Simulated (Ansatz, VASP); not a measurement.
One calculation of LiH, two programs

INCAR

```
PREC = Accurate
ENCUT = 520
EDIFF = 1E-6
ISMEAR = -1
SIGMA = 0.02
LREAL = False
LASPH = True
NELM = 100
ALGO = Normal
ISIF = 2
LWAVE = False
LCHARG = False
GGA = PE
NBANDS = 9
```

Contents of KPOINTS:

```
regular mesh
0
Gamma
  10 10 10
```

File POSCAR:

```
LiH
1.0
    0.0114838371      2.0144786782      2.0144786782
    2.0144786782      0.0114838371      2.0144786782
    2.0144786782      2.0144786782      0.0114838371
Li H
1 1
Direct
    0.0000000000      0.0000000000      0.0000000000
    0.5000000000      0.5000000000      0.5000000000
```

Input for Ansatz:

```yaml
crystal:
  lattice:
    - [0.0114838371, 2.0144786782, 2.0144786782]
    - [2.0144786782, 0.0114838371, 2.0144786782]
    - [2.0144786782, 2.0144786782, 0.0114838371]
  atoms:
    - { symbol: Li, position: [0.0, 0.0, 0.0] }
    - { symbol: H, position: [0.5, 0.5, 0.5] }
kpoints:
  mp_grid: { grid: [10, 10, 10] }
  band_path:
    path:
      - [0.0, 0.0, 0.0]
      - [0.5, 0.0, 0.5]
      - [0.625, 0.25, 0.625]
      - [0.375, 0.375, 0.75]
      - [0.5, 0.5, 0.5]
      - [0.5, 0.25, 0.75]
    npoints: 1
hamiltonian:
  xc: pbe
scf:
  occupations: { method: fermi_dirac, width: 0.02 }
  n_extra_bands: 4
output:
  forces: true
  stress: true
  eigenvalues: true
```

Change from the starting cell: shear_111 strain +0.9%.

Alike in both runs: task single point; functional PBE; k mesh 10 × 10 × 10; occupations fermi-dirac, width 0.02 eV; no spin polarisation.

|  | VASP | Ansatz |
| --- | --- | --- |
| version | VASP 6.6.1 | Ansatz 0.2.0 |
| potentials or method | VASP PAW PBE potentials, release 64 (Li_sv, H) | plane waves, PAW |
| plane-wave cutoff (eV) | 520 | 420 |
| valence electrons in the cell | 4 | 4 |

|  | VASP | Ansatz | Ansatz less VASP |
| --- | --- | --- | --- |
| gap on the k mesh at the Fermi level (eV) | 2.98 | 2.99 | +0.007 |

 A k mesh can miss the band edges.
